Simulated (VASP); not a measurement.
## C: relaxation of cell and atoms with SCAN

C:

```xyz
2
Lattice="0.0000 1.7834 1.7834 1.7834 0.0000 1.7834 1.7834 1.7834 0.0000" Properties=species:S:1:pos:R:3 pbc="T T T"
C     2.6751    2.6751    2.6751
C     1.7834    1.7834    1.7834
```

This isn't the form of C at room conditions, which is graphite.

```
Program                : VASP 6.6.1
Task                   : relaxation of cell and atoms
Functional             : SCAN
Potentials or basis    : VASP PAW PBE potentials, release 64 (C)
Cutoff                 : 600 eV
k mesh                 : 13 × 13 × 13
Occupations            : fermi-dirac, width 0.05 eV
Spin                   : no spin polarisation
Further INCAR settings : ALGO = Normal; EDIFF = 1e-06; IBRION = 2; EDIFFG = -0.01; NSW = 60; ISIF = 3
```

```json
{"Relaxed volume": "5.61 Å³/atom", "Relaxed cell": "a = 2.513 Å, b = 2.513 Å, c = 2.513 Å, α = 60.00°, β = 60.00°, γ = 60.00°", "Space group after relaxing (to 0.05 Å)": "Fd-3m (No. 227)", "Energy gained by relaxing": "1.0 meV/atom", "Ionic steps": "3", "Pressure after relaxing": "0.1 GPa", "Band gap on the k mesh": "4.57 eV, indirect (least direct gap 6.16 eV)"}
```

The path:
```csv
step,energy change (eV),largest force (eV/Å),pressure (GPa),volume (Å³)
1,0.0000,0.0000,-4.88,11.34
2,0.0013,0.0000,6.70,11.06
3,-0.0019,0.0000,0.09,11.22
```

Final structure:
```xyz
2
Lattice="0.0000 1.7768 1.7768 1.7768 0.0000 1.7768 1.7768 1.7768 0.0000" Properties=species:S:1:pos:R:3 pbc="T T T"
C     2.6652    2.6652    2.6652
C     1.7768    1.7768    1.7768
```

Levels at points of the mesh, in eV from the valence-band top:
```csv
k point,band 1,band 2,band 3,band 4,band 5,band 6,band 7,band 8
"(0.00, 0.00, 0.00)",-22.58,0.00,0.00,0.00,6.16,6.16,6.16,14.44
```

Run time: 100 s on 1 thread of Intel(R) Xeon(R) Platinum 8488C (Sapphire Rapids) (shared host), peak memory 0.12 GiB.

The cell as given is a measured one (5.67 Å³/atom); SCAN puts the equilibrium volume -1.1 % from it, thermal expansion not counted.

Caveat: the PAW data sets were made with another functional, which shifts forces and pressure a little; an odd mesh through Γ misses points on the zone boundary, where band edges often lie.
